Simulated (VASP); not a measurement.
Wanted: the native input for a VASP 6.6.1 run.

```
Task                   : single point
Functional             : PBE
Potentials or basis    : VASP PAW PBE potentials, release 64 (Pd)
Cutoff                 : 900 eV
k mesh                 : 18 × 18 × 18
Occupations            : gaussian, width 0.1 eV
Spin                   : no spin polarisation
Further INCAR settings : ADDGRID = False; ALGO = Normal; EDIFF = 1e-08
```

The structure of Pd lies in POSCAR:

```
Pd
1.0
   -1.5345420000      1.5703810000      1.5719130000
    1.5565800000     -1.5514420000      1.5750130000
    1.5718420000      1.5887420000     -1.5529740000
Pd
1
Direct
    0.0275280000      0.0634310000      0.0341390000
```

This isn't the form of Pd at room conditions, which is fcc.

The cell isn't the ideal one: grid = ENCUT=900 k=18x18x18 ISMEAR=0 SIGMA=0.1 PREC=Accurate EDIFF=1e-08 LREAL=False ADDGRID=False LASPH=True; cell strained at random at fixed volume.

One way to write it, as run:

INCAR

```
SYSTEM = Pd
PREC = Accurate ; ENCUT = 900
EDIFF = 1E-8 ; ISMEAR = 0
SIGMA = 0.1 ; LREAL = .FALSE.
LASPH = .TRUE. ; NELM = 100
ALGO = Normal ; ISIF = 2
LWAVE = .FALSE. ; LCHARG = .FALSE.
GGA = PE ; ADDGRID = .FALSE.
```

KPOINTS

```
Automatic mesh
0
G
  18 18 18
  0 0 0
```

Potentials or basis: VASP PAW PBE potentials, release 64 (Pd).

Run with:

```bash
$ cat potpaw_PBE.64/Pd/POTCAR > POTCAR
$ mpirun -np 1 vasp_std > vasp.out
```

Results of the run:

- Pressure: -1.2 GPa
- Band gap on the k mesh: none (metal or under the smearing width)

Wall time 18 min on 1 thread of Intel(R) Xeon(R) Platinum 8375C CPU @ 2.90GHz (Ice Lake), on a shared host, peak memory 1 GiB.
